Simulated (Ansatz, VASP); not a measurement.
**AlH3: VASP beside Ansatz**

```xyz
8
Lattice="2.2132 1.2778 3.9143 -2.2132 1.2778 3.9143 0.0000 -2.5556 3.9143" Properties=species:S:1:pos:R:3 pbc="T T T"
Al    0.0000    0.0000    0.0000
Al    0.0000    0.0000    5.8715
H     0.5666    1.2778    6.8501
H    -1.3899   -0.1482    6.8501
H     0.8233   -1.1296    6.8501
H    -0.5666   -1.2778    4.8929
H     1.3899    0.1482    4.8929
H    -0.8233    1.1296    4.8929
```

Alike in both runs: task single point; functional r2SCAN; k mesh 5 × 5 × 5; occupations fermi-dirac, width 0.0113 eV; no spin polarisation.

|  | VASP | Ansatz |
| --- | --- | --- |
| version | VASP 6.6.1 | Ansatz 0.2.0 |
| potentials or method | VASP PAW PBE potentials, release 64 (Al, H) | PAW plane waves |
| plane-wave cutoff (eV) | 520 | 500 |
| valence electrons in the cell | 12 | 12 |

VASP gave:

```
gap on the k mesh at the Fermi level (eV)       : 3.09
pressure (GPa)                                  : -0.2
largest component of the traceless stress (GPa) : 0.05
```

What did Ansatz give for the same quantities?

gap on the k mesh at the Fermi level (eV): 3.09; pressure (GPa): 0.2; largest component of the traceless stress (GPa): 0.05.

Ansatz warned: «structure_snapped_to_symmetry».

Caveats: the PAW data sets were made with another functional, which shifts forces and pressure a little (VASP); an odd mesh through Γ misses points on the zone boundary, where band edges often lie. r2SCAN opens gaps a little over a GGA but as a rule still falls short of measured ones.
